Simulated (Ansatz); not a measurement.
AlNi3: strain energy, fitted

AlNi3, Pm-3m, a = 3.567 Å. The structure is a Materials Project entry; whether it is the stable form wasn't checked. Ansatz: PBE, PAW, 420 eV, Γ-centred 14×14×14 mesh on 4 atoms, Gaussian smearing 0.10 eV; collinear spin, largest moment 0.3 μB. Series: uniaxial strain along a, with b, c and atoms relaxed; x is the strain in per cent. y is the free energy over the unstrained cell, V0 = 11.343 Å³/atom.

```tsv
x (%)	y (meV/atom)
-3.0	4.03
-2.0	?
-1.0	0.46
0.0	0.00
1.0	0.47
2.0	1.92
3.0	4.37
```

**Question.** Fit y = c2 x² + c3 x³ to the other rows, turn c2 into a modulus, and predict the missing energy.

**Answer.** Least squares on the rows shown. y = 0.4667 x² + 0.006309 x³. In eV per unit strain² c2 is 4.667; this is Young's modulus along the axis (E = ½ Y V0 ε²): 2 × 4.667 × 160.2 / (11.343) = 132 GPa. At x = -2.0 the fit asked for gives 1.82 meV/atom. The run gave 1.83 meV/atom, so the fit is 0.01 meV/atom too low, a small miss on the scale of the series.